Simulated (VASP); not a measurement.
KMgF3: single point with PBEsol

KMgF3:

```xyz
5
Lattice="3.8265 0.0000 0.0000 0.0000 3.8265 0.0000 0.0000 0.0000 3.9859" Properties=species:S:1:pos:R:3 pbc="T T T"
K     1.9132    1.9132    1.9929
Mg    0.0000    0.0000    0.0000
F     1.9132    0.0000    0.0000
F     0.0000    1.9132    0.0000
F     0.0000    0.0000    1.9929
```

The cell isn't the ideal one: strain -0.040 along x and y, +0.000 along z, atoms carried along.

- Program: VASP 6.6.1
- Task: single point
- Functional: PBEsol
- Potentials or basis: VASP PAW PBE potentials, release 64 (K_sv, Mg, F)
- Cutoff: 520 eV
- k mesh: 6 × 6 × 6
- Occupations: gaussian, width 0.05 eV
- Spin: no spin polarisation

| Property | Result |
| --- | --- |
| Pressure | 7.5 GPa |
| Band gap on the k mesh | 7.71 eV, indirect (least direct gap 8.07 eV) |

Stress tensor (GPa, compression positive):
```
9.35 0.00 0.00
0.00 9.35 0.00
0.00 0.00 3.73
```

Levels at points of the mesh, in eV from the valence-band top:
```tsv
k point	band 14	band 15	band 16	band 17	band 18	band 19
(0.00, 0.00, 0.00)	-0.36	-0.35	-0.35	7.71	9.89	10.10
(0.50, 0.00, 0.00)	-1.05	-0.64	-0.61	10.48	11.12	11.29
(0.50, 0.50, 0.00)	-0.88	-0.88	-0.02	11.28	12.10	12.88
(0.00, 0.00, 0.50)	-0.87	-0.61	-0.61	10.34	10.96	11.05
(0.50, 0.00, 0.50)	-1.08	-1.08	-0.09	11.21	11.87	13.09
(0.50, 0.50, 0.50)	-0.05	-0.05	0.00	10.57	10.57	10.59
```

Wall time 47 s on 1 thread of Intel(R) Xeon(R) Platinum 8488C (Sapphire Rapids), on a shared host, peak memory 0.19 GiB.

Caveat: the PAW data sets were made with another functional, which shifts forces and pressure a little. A k mesh can miss the band edges.
